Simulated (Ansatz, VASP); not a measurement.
**Two plane-wave programs on InP**

```
In P
1.0
     0.00000    3.04240    2.85301
     3.04240    0.00000    2.85301
     3.04240    3.04240    0.00000
In P
1 1
Direct
  0.00000 0.00000 0.00000
  0.25000 0.25000 0.25000
```

Change from the starting cell: epitaxial_xy strain +3.0%.

Alike in both runs: task single point; functional r2SCAN; k mesh 8 × 8 × 8; no spin polarisation.

|  | VASP | Ansatz |
| --- | --- | --- |
| version | VASP 6.6.1 | Ansatz 0.2.0 |
| potentials or method | VASP PAW PBE potentials, release 64 (In_d, P) | plane waves, PAW |
| plane-wave cutoff (eV) | 520 | 500 |
| occupations | gaussian, width 0.01 eV | fixed |
| valence electrons in the cell | 18 | 18 |

Ansatz gave:

```
gap on the k mesh at the Fermi level (eV)       : 0.68
pressure (GPa)                                  : -1.7
largest component of the traceless stress (GPa) : 1.71
```

Problem. Estimate VASP's values.

Solution. gap on the k mesh at the Fermi level (eV): 0.68; pressure (GPa): -1.8; largest component of the traceless stress (GPa): 1.72.

Caveats: the PAW data sets were made with another functional, which shifts forces and pressure a little (VASP); spin-orbit coupling is left out, which moves the levels of the heavy elements.
